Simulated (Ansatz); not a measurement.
# Si: from a first guess to the relaxed sc type

First guess:

```xyz
1
Lattice="2.3912 0.0000 0.0000 0.0000 2.3912 0.0000 0.0000 0.0000 2.3912" Properties=species:S:1:pos:R:3 pbc="T T T"
Si    0.0000    0.0000    0.0000
```

Method: DFT, PBE, PAW with Ansatz's default frozen-core files, scalar-relativistic (Ansatz 0.2.0).

Cell and atoms relax within the symmetry of the start on a 14×14×14 k mesh with 0.03 eV Fermi–Dirac smearing.

The start is built from a prototype, known or not as a phase of this compound; the cutoff is 420 eV.

(1) What is the pressure of the first guess?

(2) What does it relax to?

(3) How much energy does the relaxation release?

Results:

(1) 25.6 GPa.

(2) a = 2.532 Å, b = 2.532 Å, c = 2.532 Å, α = 90.00°, β = 90.00°, γ = 90.00° (conventional cell), 16.24 Å³ per atom:
```xyz
1
Lattice="2.5324 0.0000 0.0000 0.0000 2.5324 0.0000 0.0000 0.0000 2.5324" Properties=species:S:1:pos:R:3 pbc="T T T"
Si    0.0000    0.0000    0.0000
```

(3) 177 meV/atom.
